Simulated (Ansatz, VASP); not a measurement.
## BaTiO3: VASP beside Ansatz

Contents of INCAR:

```
SYSTEM = BaTiO3
  PREC = Accurate
  ENCUT = 600
  EDIFF = 1E-7
  ISMEAR = -1
  SIGMA = 0.05
  LREAL = .FALSE.
  LASPH = .TRUE.
  NELM = 60
  ALGO = Normal
  ISIF = 3
  LWAVE = .FALSE.
  LCHARG = .FALSE.
  GGA = RP
  IBRION = 2
  NSW = 60
  EDIFFG = -0.02
```

The input KPOINTS:

```
regular mesh
0
G
  7 7 7
  0 0 0
```

The input POSCAR:

```
BaTiO3
1.0
    3.9998000000      0.0000000000      0.0000000000
    0.0000000000      3.9998000000      0.0000000000
    0.0000000000      0.0000000000      4.0180000000
Ba Ti O
1 1 3
Direct
    0.0000000000      0.0000000000      0.0000000000
    0.5000000000      0.5000000000      0.4900000000
    0.0000000000      0.5000000000      0.5170000000
    0.5000000000      0.0000000000      0.5170000000
    0.5000000000      0.5000000000      0.0190000000
```

input.yaml

```yaml
crystal:
  lattice:
    - [3.9998, 0.0, 0.0]
    - [0.0, 3.9998, 0.0]
    - [0.0, 0.0, 4.018]
  atoms:
    - { symbol: Ba, position: [0.0, 0.0, 0.0] }
    - { symbol: Ti, position: [0.5, 0.5, 0.49] }
    - { symbol: O, position: [0.0, 0.5, 0.517] }
    - { symbol: O, position: [0.5, 0.0, 0.517] }
    - { symbol: O, position: [0.5, 0.5, 0.019] }
hamiltonian:
  xc: rpbe
  pseudopotentials: { kind: paw }
kpoints:
  mp_grid: { grid: [7, 7, 7] }
scf:
  occupations: { method: fermi_dirac, width: 0.05 }
output:
  forces: true
  stress: true
relax:
  f_tol: 0.01
  max_steps: 40
  cell: { stress_tol: 0.05 }
```

Alike in both runs: task relaxation of cell and atoms; functional RPBE; k mesh 7 × 7 × 7; occupations fermi-dirac, width 0.05 eV; no spin polarisation.

|  | VASP | Ansatz |
| --- | --- | --- |
| version | VASP 6.6.1 | Ansatz 0.2.0 |
| potentials or method | VASP PAW PBE potentials, release 64 (Ba_sv, Ti_sv, O) | Ansatz PAW |
| plane-wave cutoff (eV) | 600 | 420 |
| valence electrons in the cell | 40 | 40 |

|  | VASP | Ansatz | Ansatz less VASP |
| --- | --- | --- | --- |
| relaxed volume (Å³/atom) | 14.23 | 14.12 | -0.112 |
| relaxed cell length with the largest relative difference (Å) | 4.001 | 3.987 | -0.0138 |
| energy change over the relaxation (meV/atom) | -35 | -28 | +6.8 |

Caveats: the PAW data sets were made with another functional, which shifts forces and pressure a little (VASP); the volume moved by +11 % from the deposited cell, more than functionals usually miss (VASP); the plane-wave basis is chosen anew once the cell has moved, so the energies of steps on either side of that aren't comparable (Ansatz); the pressure holds a Pulay correction of +0.4 GPa for the finite cutoff (Ansatz). A k mesh can miss the band edges. RPBE and its kin give volumes clearly too large for solids.
